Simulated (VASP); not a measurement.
The system is Se.

```
CELL_PARAMETERS angstrom
4.36620 0.00000 0.00000
-2.18310 3.78124 0.00000
0.00000 0.00000 4.95360
ATOMIC_POSITIONS crystal
Se 0.77460 0.77460 0.00000
Se 0.00000 0.22540 0.66667
Se 0.22540 0.00000 0.33333
```

```yaml
Program: VASP 6.6.1
Task: relaxation of cell and atoms
Functional: LDA
Potentials_or_basis: VASP PAW LDA potentials, release 64 (Se)
Cutoff: 600 eV
k_mesh: 6 × 6 × 6
Occupations: gaussian, width 0.02 eV
Spin: no spin polarisation
```

At the start: pressure -1.1 GPa; volume 27.26 Å³/atom.

**Question.** How do energy, volume and symmetry change on relaxing?

**Answer.** Over 18 steps the energy falls by 50.9 meV/atom and the volume is 23.03 Å³/atom (-15.5 %); space group P3_121 (No. 152, to 0.05 Å).

Step by step:
| step | energy change (eV) | largest force (eV/Å) | pressure (GPa) | volume (Å³) |
| --- | --- | --- | --- | --- |
| 1 | 0.0000 | 0.2621 | -1.06 | 81.78 |
| 2 | -0.0282 | 0.3215 | -0.57 | 79.65 |
| 3 | -0.0829 | 0.5155 | 1.66 | 73.45 |
| 4 | 0.0883 | 0.8860 | 11.23 | 61.83 |
| 5 | -0.0766 | 0.6482 | 2.80 | 71.93 |
| 6 | -0.0853 | 0.6011 | 2.65 | 71.65 |
| 7 | -0.1075 | 0.4721 | 2.33 | 70.78 |
| 8 | -0.1353 | 0.2602 | 1.91 | 69.05 |
| 9 | -0.1305 | 0.0210 | 2.16 | 65.57 |
| 10 | -0.1426 | 0.1156 | 1.89 | 67.40 |
| 11 | -0.1485 | 0.0702 | 1.15 | 68.16 |
| 12 | -0.1518 | 0.0143 | -0.13 | 69.58 |
| 13 | -0.1519 | 0.0022 | 0.03 | 69.38 |
| 14 | -0.1519 | 0.0001 | 0.07 | 69.34 |
| 15 | -0.1520 | 0.0001 | 0.07 | 69.31 |
| 16 | -0.1523 | 0.0002 | 0.05 | 69.24 |
| 17 | -0.1526 | 0.0005 | 0.02 | 69.10 |
| 18 | -0.1526 | 0.0004 | 0.01 | 69.08 |

Final structure:
```
Se
1.0
     3.94594    0.00000    0.00000
    -1.97297    3.41728    0.00000
     0.00000    0.00000    5.12327
Se
3
Direct
  0.74354 0.74354 0.00000
  0.00000 0.25646 0.66667
  0.25646 0.00000 0.33333
```

Caveat: the volume moved by over 15 % at a fixed basis, so the end points are rough; the volume moved by -16 % from the deposited cell, more than functionals usually miss.
